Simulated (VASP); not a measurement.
Write the native input for VASP 6.6.1 that does the following.

* Task: relaxation of cell and atoms
* Functional: AM05
* Potentials or basis: VASP PAW PBE potentials, release 64 (Al)
* Cutoff: 600 eV
* k mesh: 16 × 16 × 16
* Occupations: methfessel-paxton, width 0.1 eV
* Spin: no spin polarisation
* Further INCAR settings: ALGO = Normal; EDIFF = 1e-07; IBRION = 2; EDIFFG = -0.005; NSW = 90; ISIF = 3

The structure of Al lies in POSCAR:

```
Al                                      
1.0
   -0.0000000000      2.0037200621      2.0037200621
    2.0037200621      0.0000000000      2.0037200621
    2.0037200621      2.0037200621      0.0000000000
  Al            
     1
Direct
     0.0000000000000000    0.0000000000000000    0.0000000000000000
```

The input as run:

INCAR

```
PREC = Accurate
ENCUT = 600
EDIFF = 1E-7
ISMEAR = 1
SIGMA = 0.1
LREAL = False
LASPH = True
NELM = 80
ALGO = Normal
ISIF = 3
LWAVE = False
LCHARG = False
GGA = AM
IBRION = 2
NSW = 90
EDIFFG = -0.005
```

KPOINTS

```
Automatic mesh
0
Gamma
  16 16 16
```

Potentials or basis: VASP PAW PBE potentials, release 64 (Al).

The run is started by

```console
$ cat potpaw_PBE.64/Al/POTCAR > POTCAR
$ mpirun -np 1 vasp_std > vasp.out
```

Results of the run:

The pressure after relaxing is 0.0 GPa. The band gap on the k mesh is none (metal or under the smearing width).

Caveat: the relaxation stopped at its first step, so nothing moved; the PAW data sets were made with another functional, which shifts forces and pressure a little.

It took 4.3 s on 1 thread of Intel(R) Xeon(R) 6975P-C (Granite Rapids) (shared host), peak memory 0.14 GiB.
